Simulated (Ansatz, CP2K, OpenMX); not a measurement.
**TaS2: 3 runs at one level of theory**

```xyz
6
Lattice="3.2823 0.0000 0.0000 1.6305 2.8487 0.0000 0.0000 0.0000 30.5880" Properties=species:S:1:pos:R:3 pbc="T T T"
S     1.1693    0.6780    7.5000
Ta    2.8494    1.6523    9.6690
S     1.1693    0.6780   11.8380
S     3.6257    2.1024   18.7500
Ta    0.3930    0.2279   20.9190
S     3.6257    2.1024   23.0880
```

Alike in all runs: functional PBE; k mesh 9 × 9 × 1; occupations fermi-dirac, width 0.05 eV; no spin polarisation; no spin-orbit coupling.

| program and potentials | plane-wave cutoff (eV) | notes | largest force (eV/Å) |
| --- | --- | --- | --- |
| Ansatz, Ansatz PAW | 420 | - | ? |
| CP2K, POTENTIAL_UZH S GTH-PBE-q6, Ta GTH-PBE-q13; TZVP-MOLOPT-PBE-GTH basis | - | atomic basis | 3.905 |
| OpenMX, OpenMX 2013 PBE set, S7.0-s2p2d1f1, Ta7.0-s3p2d2f1, grid cutoff 400 Ry | - | atomic basis | 3.884 |

Estimate from the other rows what the run with Ansatz, Ansatz PAW gave.

Largest force 3.867 eV/Å. The other rows, which needn't bracket it: largest force 3.884 to 3.905.
